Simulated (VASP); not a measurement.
Set up this calculation in VASP 6.6.1, as the native input.

- Task: single point
- Functional: PBE
- Potentials or basis: VASP PAW PBE potentials, release 64 (Cu, O)
- Cutoff: 520 eV
- k mesh: 8 × 8 × 8
- Occupations: gaussian, width 0.02 eV
- Spin: collinear spin, ferromagnetic start
- Starting moments: [1, 1, 1, 1, 0, 0] μB
- Further INCAR settings: ALGO = Normal; EDIFF = 1e-07

The structure of Cu2O lies in POSCAR:

```
Cu2O                                    
1.0
    4.1746089698      0.0000000000      0.0000000000
   -0.0000000000      4.1746089698      0.0000000000
    0.0000000000      0.0000000000      4.1746089698
  Cu              O             
     4     2
Direct
     0.2500000000000000    0.2500000000000000    0.2500000000000000
     0.2500000000000000    0.7500000000000000    0.7500000000000000
     0.7500000000000000    0.7500000000000000    0.2500000000000000
     0.7500000000000000    0.2500000000000000    0.7500000000000000
     0.0000000000000000    1.0000000000000000    1.0000000000000000
     0.5000000000000000    0.5000000000000000    0.5000000000000000
```

The cell isn't the ideal one: a relaxed cell with its volume scaled by 0.91.

These files were run (other wordings do the same):

INCAR

```
SYSTEM = Cu2O
PREC = Accurate
ENCUT = 520
EDIFF = 1E-7
ISMEAR = 0
SIGMA = 0.02
LREAL = .False.
LASPH = .True.
NELM = 120
ALGO = Normal
ISIF = 2
LWAVE = .False.
LCHARG = .False.
ISPIN = 2
MAGMOM = 1 1 1 1 0 0
LORBIT = 11
LMAXMIX = 4
GGA = PE
KPAR = 8
```

KPOINTS

```
Automatic mesh
0
Gamma
  8 8 8
  0 0 0
```

Potentials or basis: VASP PAW PBE potentials, release 64 (Cu, O).

Command:

```bash
$ cat potpaw_PBE.64/Cu/POTCAR potpaw_PBE.64/O/POTCAR > POTCAR
$ mpirun -np 8 vasp_std > vasp.out
```

It gave:

```json
{"Pressure": "13.1 GPa", "Band gap on the k mesh": "0.68 eV, direct", "Net moment": "0.00 μB per cell", "Valence electrons inside the program's atomic spheres": "Cu 10.05; O 5.07"}
```

Run time: 38 s on 8 MPI ranks on Intel(R) Xeon(R) Platinum 8488C (Sapphire Rapids), with other jobs on the host, peak memory 0.3 GiB a rank.
